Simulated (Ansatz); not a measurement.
Geometry optimisation in Ansatz: input, command and trajectory.

```yaml
crystal:
  lattice:
    - [2.8297133586, 0.0, 0.0]
    - [-1.4148566793, 2.450603654, 0.0]
    - [0.0, 0.0, 20.7940615407]
  atoms:
    - { symbol: Al, position: [0.0, 0.0, 0.0] }
    - { symbol: Al, position: [0.3333333333, 0.6666666667, 0.1111111111] }
    - { symbol: Al, position: [0.6666666667, 0.3333333333, 0.2222222222] }
    - { symbol: Al, position: [0.0, 1.0, 0.3333333333] }
    - { symbol: Pt, position: [0.3333333333, 0.6666666667, 0.4444444444] }
    - { symbol: Pt, position: [0.6666666667, 0.3333333333, 0.5555555556] }
    - { symbol: Pt, position: [0.0, 1.0, 0.6666666667] }
    - { symbol: Pt, position: [0.3333333333, 0.6666666667, 0.7777777778] }
    - { symbol: Pt, position: [0.6666666667, 0.3333333333, 0.8888888889] }
basis:
  ecutwfc: 420
kpoints:
  mp_grid: { grid: [12, 12, 2] }
hamiltonian:
  xc: pbe
scf:
  occupations: { method: gaussian, width: 0.1 }
output:
  forces: true
  stress: true
  eigenvalues: true
  populations: true
relax:
  adjacent_minimum: "off"
  f_tol: 0.01
  max_steps: 45
  cell: { stress_tol: 0.05 }
```

```bash
ansatz run input.yaml --threads 2 --pin off --max-ram 5120MiB --backend cpu --events-out ev --progress --plain --runs-dir out
```

Method: DFT PBE, scalar-relativistic, plane waves, PAW in Ansatz 0.2.0.

Of 9 frames 9 are shown, positions in Å and forces in eV/Å; the SCF threshold varies from step to step. Steps run on the plane waves of an earlier cell, with a Pulay correction in the pressure. The basis is chosen afresh for the last frame, the zero of the energies, and can be on the way; energy and pressure step there, also at an unchanged geometry.

```xyz
9
Lattice="2.8297 0.0000 0.0000 -1.4149 2.4506 0.0000 0.0000 0.0000 20.7941" Properties=species:S:1:pos:R:3:forces:R:3 pbc="T T T" step=1 free_energy_over_end_meV_per_atom=65.48 pressure_GPa=-3.68
Al    0.0000    0.0000    0.0000    0.0000    0.0000   -1.3260
Al    0.0000    1.6337    2.3105    0.0000    0.0000   -0.1150
Al    1.4149    0.8169    4.6209    0.0000    0.0000    0.1150
Al   -1.4149    2.4506    6.9314    0.0000    0.0000    1.3260
Pt    0.0000    1.6337    9.2418    0.0000    0.0000   -1.5170
Pt    1.4149    0.8169   11.5523    0.0000    0.0000    0.3170
Pt   -1.4149    2.4506   13.8627    0.0000    0.0000    0.0000
Pt    0.0000    1.6337   16.1732    0.0000    0.0000   -0.3170
Pt    1.4149    0.8169   18.4836    0.0000    0.0000    1.5170
9
Lattice="2.8102 0.0000 0.0000 -1.4051 2.4337 0.0000 0.0000 0.0000 20.1363" Properties=species:S:1:pos:R:3:forces:R:3 pbc="T T T" step=2 free_energy_over_end_meV_per_atom=14.80 pressure_GPa=6.14
Al    0.0000    0.0000   -0.1658    0.0000    0.0000    0.9150
Al    0.0000    1.6225    2.1782    0.0000    0.0000   -0.0330
Al    1.4051    0.8112    4.5339    0.0000    0.0000    0.0330
Al   -1.4051    2.4337    6.8779    0.0000    0.0000   -0.9150
Pt    0.0000    1.6225    8.7566    0.0000    0.0000    0.8180
Pt    1.4051    0.8112   11.1655    0.0000    0.0000   -0.3240
Pt   -1.4051    2.4337   13.4242    0.0000    0.0000    0.0000
Pt    0.0000    1.6225   15.6830    0.0000    0.0000    0.3240
Pt    1.4051    0.8112   18.0918    0.0000    0.0000   -0.8180
9
Lattice="2.8502 0.0000 0.0000 -1.4251 2.4684 0.0000 0.0000 0.0000 20.3757" Properties=species:S:1:pos:R:3:forces:R:3 pbc="T T T" step=3 free_energy_over_end_meV_per_atom=3.93 pressure_GPa=-2.95
Al    0.0000    0.0000   -0.0757    0.0000    0.0000   -0.3880
Al    0.0000    1.6456    2.2260    0.0000    0.0000    0.0310
Al    1.4251    0.8228    4.5659    0.0000    0.0000   -0.0310
Al   -1.4251    2.4684    6.8676    0.0000    0.0000    0.3880
Pt    0.0000    1.6456    8.8729    0.0000    0.0000   -0.1740
Pt    1.4251    0.8228   11.2807    0.0000    0.0000   -0.0500
Pt   -1.4251    2.4684   13.5838    0.0000    0.0000    0.0000
Pt    0.0000    1.6456   15.8869    0.0000    0.0000    0.0500
Pt    1.4251    0.8228   18.2948    0.0000    0.0000    0.1740
9
Lattice="2.8413 0.0000 0.0000 -1.4206 2.4606 0.0000 0.0000 0.0000 20.2186" Properties=species:S:1:pos:R:3:forces:R:3 pbc="T T T" step=4 free_energy_over_end_meV_per_atom=0.00 pressure_GPa=-0.16
Al    0.0000    0.0000   -0.1081    0.0000    0.0000   -0.0580
Al    0.0000    1.6404    2.2016    0.0000    0.0000    0.0050
Al    1.4206    0.8202    4.5379    0.0000    0.0000   -0.0050
Al   -1.4206    2.4606    6.8477    0.0000    0.0000    0.0580
Pt    0.0000    1.6404    8.8152    0.0000    0.0000   -0.0710
Pt    1.4206    0.8202   11.1900    0.0000    0.0000    0.0340
Pt   -1.4206    2.4606   13.4791    0.0000    0.0000    0.0000
Pt    0.0000    1.6404   15.7682    0.0000    0.0000   -0.0340
Pt    1.4206    0.8202   18.1430    0.0000    0.0000    0.0710
9
Lattice="2.8428 0.0000 0.0000 -1.4214 2.4619 0.0000 0.0000 0.0000 20.1874" Properties=species:S:1:pos:R:3:forces:R:3 pbc="T T T" step=5 free_energy_over_end_meV_per_atom=-0.10 pressure_GPa=0.02
Al    0.0000    0.0000   -0.1104    0.0000    0.0000    0.0090
Al    0.0000    1.6413    2.1981    0.0000    0.0000    0.0060
Al    1.4214    0.8206    4.5310    0.0000    0.0000   -0.0060
Al   -1.4214    2.4619    6.8395    0.0000    0.0000   -0.0090
Pt    0.0000    1.6413    8.7958    0.0000    0.0000    0.0070
Pt    1.4214    0.8206   11.1729    0.0000    0.0000    0.0120
Pt   -1.4214    2.4619   13.4582    0.0000    0.0000    0.0000
Pt    0.0000    1.6413   15.7436    0.0000    0.0000   -0.0120
Pt    1.4214    0.8206   18.1207    0.0000    0.0000   -0.0070
9
Lattice="2.8436 0.0000 0.0000 -1.4218 2.4626 0.0000 0.0000 0.0000 20.1766" Properties=species:S:1:pos:R:3:forces:R:3 pbc="T T T" step=6 free_energy_over_end_meV_per_atom=-0.11 pressure_GPa=0.02
Al    0.0000    0.0000   -0.1101    0.0000    0.0000    0.0050
Al    0.0000    1.6417    2.1975    0.0000    0.0000    0.0050
Al    1.4218    0.8209    4.5281    0.0000    0.0000   -0.0050
Al   -1.4218    2.4626    6.8356    0.0000    0.0000   -0.0050
Pt    0.0000    1.6417    8.7917    0.0000    0.0000    0.0040
Pt    1.4218    0.8209   11.1683    0.0000    0.0000    0.0010
Pt   -1.4218    2.4626   13.4511    0.0000    0.0000    0.0000
Pt    0.0000    1.6417   15.7338    0.0000    0.0000   -0.0010
Pt    1.4218    0.8209   18.1104    0.0000    0.0000   -0.0040
9
Lattice="2.8436 0.0000 0.0000 -1.4218 2.4626 0.0000 0.0000 0.0000 20.1766" Properties=species:S:1:pos:R:3:forces:R:3 pbc="T T T" step=7 free_energy_over_end_meV_per_atom=0.00 pressure_GPa=0.01
Al    0.0000    0.0000   -0.1101    0.0000    0.0000    0.0050
Al    0.0000    1.6417    2.1975    0.0000    0.0000    0.0050
Al    1.4218    0.8209    4.5281    0.0000    0.0000   -0.0050
Al   -1.4218    2.4626    6.8356    0.0000    0.0000   -0.0050
Pt    0.0000    1.6417    8.7917    0.0000    0.0000    0.0040
Pt    1.4218    0.8209   11.1683    0.0000    0.0000    0.0000
Pt   -1.4218    2.4626   13.4511    0.0000    0.0000    0.0000
Pt    0.0000    1.6417   15.7338    0.0000    0.0000    0.0000
Pt    1.4218    0.8209   18.1104    0.0000    0.0000   -0.0040
9
Lattice="2.8446 0.0000 0.0000 -1.4223 2.4635 0.0000 0.0000 0.0000 20.1625" Properties=species:S:1:pos:R:3:forces:R:3 pbc="T T T" step=8 free_energy_over_end_meV_per_atom=0.00 pressure_GPa=0.00
Al    0.0000    0.0000   -0.1087    0.0000    0.0000    0.0010
Al    0.0000    1.6423    2.1973    0.0000    0.0000    0.0000
Al    1.4223    0.8212    4.5235    0.0000    0.0000    0.0000
Al   -1.4223    2.4635    6.8295    0.0000    0.0000   -0.0010
Pt    0.0000    1.6423    8.7851    0.0000    0.0000    0.0000
Pt    1.4223    0.8212   11.1604    0.0000    0.0000    0.0000
Pt   -1.4223    2.4635   13.4416    0.0000    0.0000    0.0000
Pt    0.0000    1.6423   15.7229    0.0000    0.0000    0.0000
Pt    1.4223    0.8212   18.0981    0.0000    0.0000    0.0000
9
Lattice="2.8446 0.0000 0.0000 -1.4223 2.4635 0.0000 0.0000 0.0000 20.1625" Properties=species:S:1:pos:R:3:forces:R:3 pbc="T T T" step=9 free_energy_over_end_meV_per_atom=0.00 pressure_GPa=0.00
Al    0.0000    0.0000   -0.1087    0.0000    0.0000    0.0010
Al    0.0000    1.6423    2.1973    0.0000    0.0000    0.0000
Al    1.4223    0.8212    4.5235    0.0000    0.0000    0.0000
Al   -1.4223    2.4635    6.8295    0.0000    0.0000   -0.0010
Pt    0.0000    1.6423    8.7851    0.0000    0.0000    0.0000
Pt    1.4223    0.8212   11.1604    0.0000    0.0000    0.0000
Pt   -1.4223    2.4635   13.4416    0.0000    0.0000    0.0000
Pt    0.0000    1.6423   15.7229    0.0000    0.0000    0.0000
Pt    1.4223    0.8212   18.0981    0.0000    0.0000    0.0000
```

It took 100 s on 2 threads of Intel(R) Xeon(R) Platinum 8259CL CPU @ 2.50GHz (Skylake/Cascade Lake), on a shared host, peak memory 0.63 GiB.

Spin–orbit coupling is left out, which can shift energies with elements as heavy as these.